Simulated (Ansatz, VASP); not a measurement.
# BiTe: VASP beside Ansatz

File INCAR:

```
PREC = Accurate
ENCUT = 520
EDIFF = 1E-7
ISMEAR = -1
SIGMA = 0.05
LREAL = False
LASPH = True
NELM = 100
ALGO = Normal
ISIF = 2
LWAVE = False
LCHARG = True
GGA = PS
LELF = True
LVHAR = True
NBANDS = 18
```

KPOINTS

```
regular mesh
0
Gamma
  7 7 7
```

File POSCAR:

```
BiTe
1.0
    2.4227077728      1.3987509848      3.3172919545
   -2.4227077728      1.3987509848      3.3172919545
    0.0000000000     -2.7975019696      3.3172919545
Bi Te
1 1
Direct
    0.5044880000      0.4998580000      0.4976060000
   -0.0054950000      0.0073700000      0.0047280000
```

File input.yaml:

```yaml
crystal:
  lattice:
    - [2.4227077728, 1.3987509848, 3.3172919545]
    - [-2.4227077728, 1.3987509848, 3.3172919545]
    - [0.0, -2.7975019696, 3.3172919545]
  atoms:
    - { symbol: Bi, position: [0.504488, 0.499858, 0.497606] }
    - { symbol: Te, position: [-0.005495, 0.00737, 0.004728] }
hamiltonian:
  xc: pbesol
  pseudopotentials: { kind: paw }
kpoints:
  mp_grid: { grid: [7, 7, 7] }
scf:
  occupations: { method: fermi_dirac, width: 0.05 }
output:
  forces: true
  stress: true
  eigenvalues: true
  write_density: true
  write_potential: true
  elf: true
  volumetric_format: npy
```

Change from the starting cell: atoms moved at random, drawn with an rms of 0.05 Å.

Alike in both runs: task single point; functional PBEsol; k mesh 7 × 7 × 7; occupations fermi-dirac, width 0.05 eV; no spin polarisation.

|  | VASP | Ansatz |
| --- | --- | --- |
| version | VASP 6.6.1 | Ansatz 0.2.0 |
| potentials or method | VASP PAW PBE potentials, release 64 (Bi_d, Te) | Ansatz PAW |
| plane-wave cutoff (eV) | 520 | 420 |
| valence electrons in the cell | 21 | 31 |

Ansatz gave:

* gap on the k mesh at the Fermi level (eV): none
* pressure (GPa): -2.3
* largest component of the traceless stress (GPa): 0.07
* rms of the force components (eV/Å): 0.048

Task: Which values does VASP return?

Result: gap on the k mesh at the Fermi level (eV): none; pressure (GPa): -2.3; largest component of the traceless stress (GPa): 0.07; rms of the force components (eV/Å): 0.049.

Atom by atom the forces differ by 0.001 eV/Å (rms over components). A gap of «none» marks a metal or a gap that the smearing closes. The two sets of potentials don't hold the same shells in valence.

Caveats: spin-orbit coupling is left out, which moves the levels of the heavy elements; the PAW data sets were made with another functional, which shifts forces and pressure a little (VASP); the PAW data sets come from PBE, with cores solved anew for the run's functional, which leaves a small shift of forces and pressure (Ansatz).
